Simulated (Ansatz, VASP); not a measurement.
# One calculation of GaP, two programs

```
CELL_PARAMETERS angstrom
0.00000 2.72525 2.72525
2.72525 0.00000 2.72525
2.72525 2.72525 0.00000
ATOMIC_POSITIONS crystal
Ga 0.00000 0.00000 0.00000
P 0.75000 0.75000 0.75000
```

Alike in both runs: task relaxation of cell and atoms; functional BLYP; dispersion D4; k mesh 8 × 8 × 8; occupations fermi-dirac, width 0.05 eV; no spin polarisation.

|  | VASP | Ansatz |
| --- | --- | --- |
| version | VASP 6.6.1 | Ansatz 0.2.0 |
| potentials or method | VASP PAW PBE potentials, release 64 (Ga_d, P), cutoff 600 eV | all-electron LAPW, scalar-relativistic |

```csv
,VASP,Ansatz,Ansatz less VASP
relaxed volume (Å³/atom),20.17,20.14,-0.029
relaxed cell length with the largest relative difference (Å),3.850,3.848,-0.0018
```

Ansatz ran all-electron here, so the differences hold the error of VASP's frozen core and of both bases.

Caveats: the PAW data sets were made with another functional, which shifts forces and pressure a little (VASP). A k mesh can miss the band edges. BLYP gaps usually lie below the measured ones, often by a third to a half.
